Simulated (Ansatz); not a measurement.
Input of an Ansatz 0.2.0 run:

input.yaml

```yaml
crystal:
  lattice:
    - [0.0, 2.5663, 2.5663]
    - [2.5663, 0.0, 2.5663]
    - [2.5663, 2.5663, 0.0]
  atoms:
    - { symbol: Sr, position: [0.5, 0.5, 0.5] }
    - { symbol: O, position: [0.0, 0.0, 0.0] }
hamiltonian:
  xc:
    exchange: hjs_pbesol
    correlation: pbesol
    exx: { coeff: 0.25, omega: 0.207 }
  pseudopotentials: { kind: paw }
kpoints:
  mp_grid: { grid: [5, 5, 5] }
scf:
  occupations: { method: fermi_dirac, width: 0.05 }
output:
  forces: true
  stress: true
relax:
  f_tol: 0.01
  max_steps: 40
  cell: { stress_tol: 0.05 }
```

Potentials or basis: Ansatz PAW.

The run is started by

```bash
$ ansatz run input.yaml --threads 2 --pin off --max-ram 5632MiB --backend cpu --events-out ev --progress --plain --runs-dir out
```

Q: What does it give for the band gap on the k mesh?

A: 4.88 eV, indirect (least direct gap 4.98 eV).

Q: Predict the relaxed volume.

A: 16.61 Å³/atom.

The path:
| step | energy change (eV) | largest force (eV/Å) | volume (Å³) |
| --- | --- | --- | --- |
| 1 | 0.0000 | 0.0000 | 33.80 |
| 2 | -0.0040 | 0.0000 | 33.26 |
| 3 | -0.0032 | 0.0000 | 33.26 |
| 4 | -0.0032 | 0.0000 | 33.22 |
| 5 | -0.0031 | 0.0000 | 33.22 |

Caveat: the k mesh is coarse (spacing up to 0.42 Å⁻¹), so the values aren't converged, least of all with exact exchange; odd divisions of the mesh miss points on the zone boundary, where band edges often lie, so the gap on the mesh can be too wide; the plane-wave basis is chosen anew once the cell has moved, so the energies of steps on either side of that aren't comparable; the PAW data sets come from PBE, with cores solved anew for the run's functional, which leaves a small shift of forces and pressure. A k mesh can miss the band edges.
